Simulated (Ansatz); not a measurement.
# SnO2 (Cassiterite) under changes of volume

One of the cells (11.922 Å³/atom); the others are scaled copies at fixed shape and fractional positions:

```
CELL_PARAMETERS angstrom
4.73800 0.00000 0.00000
0.00000 4.73800 0.00000
0.00000 0.00000 3.18650
ATOMIC_POSITIONS crystal
Sn 0.50000 0.50000 0.50000
Sn 0.00000 0.00000 0.00000
O 0.80710 0.19290 0.50000
O 0.69290 0.69290 0.00000
O 0.19290 0.80710 0.50000
O 0.30710 0.30710 0.00000
```

* Program: Ansatz 0.2.0
* Functional: PBE
* Potentials or basis: Ansatz PAW
* Cutoff: 420 eV (not typed: the program's choice for these potentials)
* k mesh: 6 × 6 × 8
* Occupations: fermi-dirac, width 0.05 eV
* Spin: spin-orbit coupling, no magnetisation

| volume (Å³/atom) | energy over the lowest point (meV/atom) | pressure (GPa) | gap on the mesh (eV) | largest force (eV/Å) |
| --- | --- | --- | --- | --- |
| 11.207 | 105.52 | 27.7 | 2.04 | 0.555 |
| 11.445 | 69.05 | 21.5 | 1.78 | 0.454 |
| 11.684 | 41.21 | 16.0 | 1.53 | 0.360 |
| 11.922 | 21.17 | 11.0 | 1.29 | 0.273 |
| 12.161 | ? | ? | ? | ? |
| 12.399 | 1.27 | 2.7 | 0.84 | 0.117 |
| 12.637 | 0.00 | -0.9 | 0.64 | 0.048 |

Problem. What does the run at 12.161 Å³/atom give?

Solution. Energy over the lowest point 8.13 meV/atom; pressure 6.6 GPa; gap on the mesh 1.06 eV; largest force 0.193 eV/Å.

Worked out: A Birch-Murnaghan fit of order 3 (a polynomial in V^(-2/3)) to the other rows has its minimum at 12.57 Å³/atom with B0 = V·E''(V) = 182 GPa and B' = 4.8 at fixed shape and positions, which overstates the stiffness. It gives 8.09 meV/atom at 12.161 Å³/atom, against the run's 8.13, and -dE/dV = 6.6 GPa, against 6.6. A straight line through the other rows of the gap, of slope -11.7 eV per unit of ln V (its deformation potential), gives 1.07 eV, against the run's 1.06.

Energies are extrapolated to zero smearing.
